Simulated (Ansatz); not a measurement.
Space group Im-3m (No. 229). a = 3.242 Å, b = 3.242 Å, c = 3.242 Å, α = 90.00°, β = 90.00°, γ = 90.00°
```tsv
atom	site	symmetry	x	y	z
Au	2a	m-3m	0.0000	0.0000	0.0000
```

Equation of state of this Au structure (not necessarily the ground state), with shape and atoms relaxed at each volume where symmetry leaves them free. It has no gap at any of these volumes. Level of theory: DFT PBEsol, scalar-relativistic, plane waves, PAW (Ansatz).

Plane waves to 420 eV, a k mesh through Γ of 18×18×18 on the computed 1-atom cell and Gaussian smearing (0.10 eV); no spin polarisation.

```tsv
V (Å³/atom)	E − E(largest V) (meV/atom)	P (GPa)
14.995	103.12	32.14
15.506	17.89	21.59
16.018	-36.76	12.93
16.529	-66.32	5.82
17.040	-75.28	0.00
17.551	-67.40	-4.76
18.062	-45.76	-8.61
18.744	0.00	-12.57
```

**Question.** Fit a third-order Birch–Murnaghan equation to E(V).

**Answer.** V0 = 17.04 Å³/atom, B0 = 175 GPa, B0' = 5.7.

Spin-orbit coupling is left out, which matters for the bands of heavy elements.

This bcc form isn't the element's structure at ambient conditions.